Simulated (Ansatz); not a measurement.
This run works on a generated trial structure, not on a known crystal.

Input and command of a plane-wave DFT calculation in Ansatz:

```yaml
crystal:
  lattice:
    - [2.8654850995, -1.7140311667, 0.0]
    - [2.8654850995, 1.7140311667, 0.0]
    - [-2.7468966873, 0.0, 5.582690625]
  atoms:
    - { symbol: In, position: [0.5906971256, 0.4093028744, 0.25] }
    - { symbol: In, position: [0.4093028744, 0.5906971256, 0.75] }
basis:
  ecutwfc: 420
kpoints:
  mp_grid: { grid: [20, 20, 10] }
hamiltonian:
  xc: pbe
scf:
  occupations: { method: gaussian, width: 0.1 }
output:
  forces: true
  stress: true
  eigenvalues: true
relax:
  adjacent_minimum: "off"
  f_tol: 0.01
  max_steps: 80
  cell: { stress_tol: 0.05 }
```

```bash
ansatz run input.yaml --threads 1 --pin off --max-ram 2560MiB --backend cpu --events-out ev --progress --plain --runs-dir out
```

Processor: AMD EPYC 9R45 96-Core Processor (Zen 5), 1 thread, on a host shared with other jobs.

**Question.** Estimate time, memory and problem size.

**Answer.** About 2.5 min, peak memory 1.2 GiB. It solves 17 bands at 1062 k points (after reduction by symmetry) with about 1079 plane waves (on the last cell), in 60 SCF iterations over 11 ionic steps.
